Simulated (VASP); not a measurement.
## ZnS (distorted rocksalt), PBE single-point calculation: VASP's output and Ansatz's

POSCAR

```
Zn S
 1.0000000000000000
    -0.0382000000000000    2.5697000000000001    2.6234999999999999
     2.4843999999999999    0.0485000000000000    2.5367999999999999
     2.5133000000000001    2.5120000000000000    0.0196000000000000
 Zn  S
   1   1
Cartesian
  4.8769986300000001  2.5669741300000002  2.6416256699999998
  2.4567691099999998  2.5373528500000000  2.5601289700000001
```

VASP ran with the recommended PBE PAW datasets (18 valence electrons in the cell).

From OUTCAR

```
k-points           NKPTS =    260   k-points in BZ     NKDIM =    260   number of bands    NBANDS=     16

   NELECT =      18.0000    total number of electrons

   dimension x,y,z NGX =    28 NGY =   28 NGZ =   28
   dimension x,y,z NGXF=    56 NGYF=   56 NGZF=   56

  energy-cutoff  :      520.00
  volume of cell :       32.55
      direct lattice vectors                 reciprocal lattice vectors
    -0.038200000  2.569700000  2.623500000    -0.195714789  0.194349536  0.187956429
     2.484400000  0.048500000  2.536800000     0.200886806 -0.202561676  0.201332806
     2.513300000  2.512000000  0.019600000     0.196331721  0.203186401 -0.196160939

 k-points in reciprocal lattice and weights: KPOINTS created by Atomic Simulation Env
   0.00000000  0.00000000  0.00000000       0.002
   0.12500000  0.00000000 -0.00000000       0.004
   0.25000000  0.00000000 -0.00000000       0.004
   0.37500000 -0.00000000 -0.00000000       0.004
   0.50000000  0.00000000 -0.00000000       0.002
   0.00000000  0.12500000 -0.00000000       0.004
   0.12500000  0.12500000 -0.00000000       0.004
   0.25000000  0.12500000 -0.00000000       0.004
   ...

 E-fermi :   4.1005

 k-point     1 :       0.0000    0.0000    0.0000
  band No.  band energies     occupation
      1      -9.9235      2.00000
      2      -2.3344      2.00000
      3      -2.3233      2.00000
      4      -2.3138      2.00000
      5      -2.2725      2.00000
      6      -2.2712      2.00000
      7       3.2176      2.00000
      8       3.4064      2.00000
      9       3.6983      2.00000
     10       5.9229      0.00000
     11      12.4914      0.00000
     12      13.0625      0.00000
     13      13.4070      0.00000
     14      15.1261      0.00000
     15      15.7916      0.00000
     16      16.0136      0.00000

 k-point     2 :       0.1250    0.0000   -0.0000
  band No.  band energies     occupation
      1      -9.7494      2.00000
      2      -2.3822      2.00000
      3      -2.3701      2.00000
      4      -2.3350      2.00000
      5      -2.2533      2.00000
      6      -2.2512      2.00000
      7       1.9121      2.00000
      8       3.4838      2.00000
      9       3.7365      2.00000
     10       7.1010      0.00000
     11      11.8066      0.00000
     12      12.8764      0.00000
     13      12.9275      0.00000
     14      14.3060      0.00000
     15      14.4878      0.00000
     16      15.7584      0.00000

 k-point     3 :       0.2500    0.0000   -0.0000
  band No.  band energies     occupation
      1      -9.2689      2.00000
      2      -2.5094      2.00000
      3      -2.4856      2.00000
      4      -2.4376      2.00000
      5      -2.2026      2.00000
      6      -2.1983      2.00000
      7       0.0513      2.00000
      8       3.6945      2.00000
      9       3.8407      2.00000
     10       8.2854      0.00000
     11      11.1901      0.00000
     12      11.4568      0.00000
     13      11.5405      0.00000
     14      14.9849      0.00000
     15      15.3353      0.00000
     16      15.6155      0.00000

 k-point     4 :       0.3750   -0.0000   -0.0000
  band No.  band energies     occupation
      1      -8.6544      2.00000
      2      -2.8930      2.00000
      3      -2.6070      2.00000
      4      -2.5554      2.00000
      5      -2.1527      2.00000
      6      -2.1415      2.00000
      7      -1.1526      2.00000
      8       3.9205      1.99975
      9       3.9803      1.99510
     10       8.3156      0.00000
     11      10.2863      0.00000
     12      10.3536      0.00000
     13      11.5588      0.00000
     14      16.2176      0.00000
     15      16.5980      0.00000
     16      17.1393      0.00000

 k-point     5 :       0.5000    0.0000   -0.0000
  band No.  band energies     occupation
      1      -8.3303      2.00000
      2      -3.2611      2.00000
      3      -2.6528      2.00000
      4      -2.5967      2.00000
      5      -2.1318      2.00000
      6      -2.1177      2.00000
      7      -1.4512      2.00000
      8       4.0003      1.98675
      9       4.0725      1.60419
     10       8.1770      0.00000
     11       9.8649      0.00000
     12       9.9438      0.00000
     13      11.7085      0.00000
     14      17.3241      0.00000
     15      17.7127      0.00000
     16      18.3153      0.00000

 k-point     6 :       0.0000    0.1250   -0.0000
  band No.  band energies     occupation
      1      -9.7294      2.00000
      2      -2.3952      2.00000
      3      -2.3601      2.00000
      4      -2.2919      2.00000
      5      -2.2837      2.00000
      6      -2.2635      2.00000
      7       2.2654      2.00000
      8       3.3249      2.00000
      9       3.4802      2.00000
     10       7.0344      0.00000
     11      12.1680      0.00000
     12      12.5505      0.00000
     13      12.9510      0.00000
     14      13.8855      0.00000
     15      14.2788      0.00000
     16      15.3730      0.00000

 ...

  Total        0.7825379      0.5394471      0.4833717      0.0507422     -0.4421265      0.2964122
  in kB       38.5122164     26.5486216     23.7889013      2.4972528    -21.7590392     14.5877804
  external PRESSURE =      29.6165798 kB  Pullay stress =       0.0000000 kB

 POSITION                                       TOTAL-FORCE (eV/Angst)
 -----------------------------------------------------------------------------------
      4.87700      2.56697      2.64163         0.117269     -0.034253     -0.018372
      2.45677      2.53735      2.56013        -0.117269      0.034253      0.018372
 -----------------------------------------------------------------------------------
    total drift:                               -0.000111      0.000456     -0.000072

  FREE ENERGIE OF THE ION-ELECTRON SYSTEM (eV)
  ---------------------------------------------------
  free  energy   TOTEN  =        -6.1892207824 eV

  energy  without entropy=       -6.1887800474  energy(sigma->0) =       -6.18900041
```

Datasets and cutoffs are each program's own. VASP's cell holds 18 valence electrons and Ansatz's 18. Ansatz's stress includes a Pulay correction; VASP's doesn't.

**Question.** What does Ansatz give for the same cell and level of theory?

**Answer.** gap between bands v and c on the k mesh -0.40 eV (bands overlap: a metal); least direct gap on the k mesh 1.97 eV; pressure 2.8 GPa; largest force 0.12 eV/Å.

Ansatz printed

```
SCF 1 converged in 6 iterations: F = -4222.069990 eV  dr2 = 3.25e-8
  greatest PAW one-centre occupation: 0.986 electrons in one spin orbital (limit 2), on the Zn atom at site 0 (counted from 0), in its partial waves of l = 2
SCF converged after 6 iterations
Free energy (F): -4222.069990 eV
Harris-Foulkes:  -4222.069990 eV  (|F-HF|=8.77e-9)
Internal energy: -4222.069550 eV  (E = F + TS)
E sigma→0 (E₀):  -4222.069770 eV
Entropy (-TS):   -0.000440 eV (-0.220 meV/atom)
Fermi energy:    8.556926 eV
--- Per-component energies (eV) ---
  E_band       = 47.997640
  E_kinetic    = 238.670634
  E_local      = -1804.854234  (includes V_loc(G=0)·N_el)
  E_nonlocal   = 645.217864
  E_hartree    = 757.342577
  E_xc         = -234.095266
  E_vxc        = -139.264836  (∫ρ·V_xc dr)
  E_paw        = -2430.890012  (= ΣΔE_a)
  E_vpaw       = -406.453909  (= ΣTr[D̂ρ^β])
  E_aug_tail   = -0.000367  (compensation charges beyond the density's cutoff)
  E_ewald      = -1393.460746
  E_smearing   = -0.000440  (= −TS)
  E_closure    = -0.000000  (closes the sum)
  Σ components = -4222.069990   (vs F -4222.069990, Δ=0.00e0)
--- Forces (eV/Å), atoms counted from 1 ---
  atom   1  Zn     0.11068928    -0.03167984    -0.01224497
  atom   2  S     -0.11070058     0.03168301     0.01225955
  max |Σ_I F_I| component: 1.46e-5 eV/Å
--- Stress (GPa, compression-positive) ---
        3.675860       0.245683       1.455399
        0.245683       2.491046      -2.181685
        1.455399      -2.181685       2.240726
  P = ⅓ Tr σ = 2.8025 GPa (28.025 kbar)
--- Band table (eV; the first three rows and the last of 260) ---
  k-point 0: bands = ["-5.4648", "2.1134", "2.1246", "2.1342", "2.1755", "2.1767", "7.6674", "7.8557", "8.1487", "10.3848", "16.8814", "17.4430", "17.7798"]
  k-point 1: bands = ["-5.2777", "2.0542", "2.0827", "2.1415", "2.1768", "2.1903", "6.6152", "7.7552", "8.0772", "11.5079", "16.4808", "16.8780", "17.4621"]
  k-point 2: bands = ["-4.7596", "1.9019", "1.9735", "2.0460", "2.2356", "2.2491", "4.7307", "7.9438", "8.1696", "12.5029", "15.4055", "15.7989", "16.0006"]
  k-point 259: bands = ["-3.7760", "1.2106", "1.7987", "1.8539", "2.3170", "2.3378", "3.0544", "8.2662", "8.4293", "12.4040", "13.9866", "14.3853", "16.0202"]
```
